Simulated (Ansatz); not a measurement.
## Step by step: Bi, 20 steps of 3.0 fs from 800 K

Level of theory: Ansatz 0.2.0, DFT, PBE, all-electron LAPW, scalar-relativistic.

Command: `ansatz run input.yaml --threads 2 --pin off --max-ram 4096MiB --backend cpu --events-out ev --progress --plain --runs-dir out` The run took 19 min on 2 threads of Intel(R) Xeon(R) Platinum 8259CL CPU @ 2.50GHz (Skylake/Cascade Lake), with other jobs on the host, peak memory 0.88 GiB.

```yaml
crystal:
  lattice:
    - [4.535, 2.6182834708, 7.876]
    - [-2.2675, 1.3091417354, 3.938]
    - [0.0, -2.6182834708, 3.938]
  atoms:
    - { symbol: Bi, position: [0.117, 0.234, 0.234] }
    - { symbol: Bi, position: [0.617, 0.234, 0.234] }
    - { symbol: Bi, position: [0.383, 0.766, 0.766] }
    - { symbol: Bi, position: [0.883, 0.766, 0.766] }
kpoints:
  mp_grid: { grid: [3, 5, 5] }
scf:
  occupations: { method: fermi_dirac, width: 0.08 }
hamiltonian:
  xc: pbe
  pseudopotentials: { kind: all_electron, lapw: { basis_error: 0.001 } }
output:
  forces: true
  stress: true
md:
  timestep: 3.0
  n_steps: 20
  ensemble: nve
  temperature: 800
  initial_velocities: maxwell_boltzmann
  seed: 102007
```

Spin–orbit coupling is left out, though it moves levels of the heavy atoms by tenths of an eV or more.

The geometry is COD entry 5000215, unchecked; take it as a test cell. It differs from other determinations.

Each frame lists Cartesian positions (Å) and forces (eV/Å). Free energies count from the first step, -2342823.8778 eV.

Step 0 (t = 0.0 fs): E = 0.0 meV, T = 800 K, conserved energy 0.0 meV

```
Bi    0.0000    0.0000    2.7645     0.015   0.008   0.148
Bi    2.2675    1.3091    6.7025     0.015   0.008   0.148
Bi    0.0000    0.0000    9.0495    -0.015  -0.008  -0.148
Bi    2.2675    1.3091   12.9875    -0.015  -0.008  -0.148
```

Step 1 (t = 3.0 fs): E = +0.7 meV, T = 798 K, conserved energy 0.0 meV

```
Bi   -0.0001   -0.0069    2.7658     0.017   0.029   0.129
Bi    2.2725    1.3044    6.7011    -0.010   0.040   0.171
Bi   -0.0003    0.0099    9.0539    -0.027  -0.065  -0.168
Bi    2.2629    1.3108   12.9832     0.020  -0.004  -0.132
```

Step 2 (t = 6.0 fs): E = +2.7 meV, T = 793 K, conserved energy 0.0 meV

```
Bi   -0.0002   -0.0137    2.7672     0.020   0.049   0.111
Bi    2.2775    1.2997    6.6999    -0.033   0.074   0.196
Bi   -0.0006    0.0198    9.0581    -0.040  -0.124  -0.190
Bi    2.2583    1.3125   12.9788     0.053   0.000  -0.117
```

Step 3 (t = 9.0 fs): E = +6.1 meV, T = 784 K, conserved energy 0.0 meV

```
Bi   -0.0002   -0.0205    2.7686     0.024   0.069   0.094
Bi    2.2825    1.2950    6.6987    -0.056   0.111   0.224
Bi   -0.0009    0.0296    9.0623    -0.053  -0.184  -0.215
Bi    2.2537    1.3142   12.9744     0.086   0.005  -0.103
```

Step 4 (t = 12.0 fs): E = +10.7 meV, T = 772 K, conserved energy 0.0 meV

```
Bi   -0.0003   -0.0273    2.7701     0.028   0.088   0.079
Bi    2.2875    1.2904    6.6976    -0.079   0.150   0.254
Bi   -0.0013    0.0393    9.0664    -0.066  -0.247  -0.242
Bi    2.2491    1.3159   12.9699     0.117   0.009  -0.091
```

Step 5 (t = 15.0 fs): E = +16.6 meV, T = 757 K, conserved energy 0.0 meV

```
Bi   -0.0003   -0.0341    2.7716     0.033   0.107   0.065
Bi    2.2924    1.2858    6.6966    -0.101   0.192   0.286
Bi   -0.0017    0.0489    9.0704    -0.079  -0.312  -0.271
Bi    2.2446    1.3176   12.9654     0.147   0.013  -0.080
```

Step 6 (t = 18.0 fs):

```
Bi   -0.0004   -0.0408    2.7732
Bi    2.2973    1.2813    6.6958
Bi   -0.0021    0.0585    9.0742
Bi    2.2401    1.3193   12.9608
```

Step 7 (t = 21.0 fs): E = +32.2 meV, T = 717 K, conserved energy 0.0 meV

```
Bi   -0.0004   -0.0475    2.7747     0.044   0.144   0.042
Bi    2.3021    1.2769    6.6950    -0.142   0.280   0.354
Bi   -0.0025    0.0678    9.0780    -0.105  -0.445  -0.336
Bi    2.2358    1.3211   12.9562     0.203   0.021  -0.060
```

Step 8 (t = 24.0 fs): E = +41.6 meV, T = 693 K, conserved energy 0.0 meV

```
Bi   -0.0004   -0.0541    2.7763     0.050   0.162   0.033
Bi    2.3069    1.2726    6.6945    -0.162   0.327   0.390
Bi   -0.0030    0.0770    9.0816    -0.118  -0.513  -0.371
Bi    2.2315    1.3228   12.9516     0.230   0.024  -0.052
```

Step 9 (t = 27.0 fs): E = +52.0 meV, T = 666 K, conserved energy 0.0 meV

```
Bi   -0.0004   -0.0606    2.7779     0.056   0.180   0.025
Bi    2.3116    1.2684    6.6940    -0.180   0.375   0.427
Bi   -0.0036    0.0859    9.0851    -0.130  -0.582  -0.408
Bi    2.2273    1.3245   12.9470     0.254   0.027  -0.044
```

Step 10 (t = 30.0 fs): E = +63.3 meV, T = 637 K, conserved energy 0.0 meV

```
Bi   -0.0003   -0.0670    2.7795     0.062   0.198   0.019
Bi    2.3163    1.2645    6.6938    -0.198   0.423   0.464
Bi   -0.0041    0.0946    9.0883    -0.142  -0.650  -0.445
Bi    2.2232    1.3263   12.9424     0.278   0.029  -0.037
```

Step 11 (t = 33.0 fs): E = +75.3 meV, T = 606 K, conserved energy 0.0 meV

```
Bi   -0.0003   -0.0734    2.7811     0.069   0.215   0.013
Bi    2.3208    1.2606    6.6937    -0.215   0.471   0.500
Bi   -0.0048    0.1031    9.0914    -0.154  -0.717  -0.483
Bi    2.2192    1.3280   12.9377     0.300   0.031  -0.031
```

Step 12 (t = 36.0 fs): E = +87.9 meV, T = 574 K, conserved energy 0.0 meV

```
Bi   -0.0002   -0.0797    2.7827     0.076   0.231   0.009
Bi    2.3253    1.2570    6.6939    -0.231   0.519   0.536
Bi   -0.0055    0.1112    9.0943    -0.166  -0.782  -0.520
Bi    2.2154    1.3298   12.9330     0.321   0.032  -0.025
```

Step 13 (t = 39.0 fs): E = +100.7 meV, T = 541 K, conserved energy +0.1 meV

```
Bi    0.0000   -0.0859    2.7843     0.083   0.248   0.007
Bi    2.3297    1.2536    6.6943    -0.246   0.565   0.571
Bi   -0.0063    0.1190    9.0970    -0.177  -0.846  -0.558
Bi    2.2117    1.3316   12.9284     0.339   0.033  -0.019
```

Step 14 (t = 42.0 fs): E = +113.7 meV, T = 507 K, conserved energy +0.1 meV

```
Bi    0.0001   -0.0920    2.7859     0.090   0.263   0.005
Bi    2.3339    1.2504    6.6949    -0.259   0.610   0.603
Bi   -0.0072    0.1265    9.0995    -0.187  -0.906  -0.594
Bi    2.2081    1.3334   12.9237     0.357   0.033  -0.014
```

Step 15 (t = 45.0 fs): E = +126.8 meV, T = 474 K, conserved energy +0.1 meV

```
Bi    0.0003   -0.0980    2.7876     0.098   0.279   0.004
Bi    2.3381    1.2475    6.6958    -0.272   0.652   0.633
Bi   -0.0081    0.1336    9.1017    -0.198  -0.964  -0.629
Bi    2.2047    1.3352   12.9190     0.373   0.033  -0.008
```

Step 16 (t = 48.0 fs): E = +139.4 meV, T = 441 K, conserved energy +0.1 meV

```
Bi    0.0006   -0.1038    2.7892     0.105   0.294   0.003
Bi    2.3422    1.2449    6.6969    -0.284   0.691   0.660
Bi   -0.0091    0.1403    9.1036    -0.207  -1.016  -0.661
Bi    2.2014    1.3370   12.9143     0.387   0.032  -0.003
```

Step 17 (t = 51.0 fs): E = +151.6 meV, T = 410 K, conserved energy +0.1 meV

```
Bi    0.0009   -0.1096    2.7908     0.113   0.308   0.004
Bi    2.3461    1.2425    6.6983    -0.295   0.726   0.684
Bi   -0.0102    0.1465    9.1053    -0.217  -1.064  -0.691
Bi    2.1983    1.3388   12.9096     0.399   0.030   0.003
```

Step 18 (t = 54.0 fs): E = +163.0 meV, T = 380 K, conserved energy +0.1 meV

```
Bi    0.0012   -0.1152    2.7924     0.121   0.322   0.005
Bi    2.3499    1.2405    6.7000    -0.306   0.757   0.704
Bi   -0.0114    0.1523    9.1067    -0.225  -1.107  -0.718
Bi    2.1953    1.3407   12.9049     0.410   0.028   0.009
```

Step 19 (t = 57.0 fs): E = +173.5 meV, T = 353 K, conserved energy +0.1 meV

```
Bi    0.0016   -0.1207    2.7941     0.130   0.336   0.007
Bi    2.3536    1.2387    6.7020    -0.315   0.783   0.719
Bi   -0.0127    0.1577    9.1078    -0.233  -1.143  -0.742
Bi    2.1926    1.3425   12.9002     0.418   0.025   0.016
```

Step 20 (t = 60.0 fs): E = +182.9 meV, T = 329 K, conserved energy +0.1 meV

```
Bi    0.0020   -0.1260    2.7957     0.138   0.349   0.009
Bi    2.3571    1.2373    6.7043    -0.323   0.803   0.730
Bi   -0.0141    0.1626    9.1086    -0.240  -1.173  -0.761
Bi    2.1899    1.3444   12.8955     0.425   0.021   0.022
```

(1) Give the energy and forces of step 6.

(2) What is the mean temperature over the last 11 frames?

Answers

(1) E = +23.8 meV, T = 739 K, conserved energy 0.0 meV
```
Bi   -0.0004   -0.0408    2.7732     0.038   0.126   0.053
Bi    2.2973    1.2813    6.6958    -0.122   0.235   0.319
Bi   -0.0021    0.0585    9.0742    -0.092  -0.378  -0.303
Bi    2.2401    1.3193   12.9608     0.176   0.017  -0.070
```

(2) 477 K; so short a run of so small a cell isn't equilibrated.
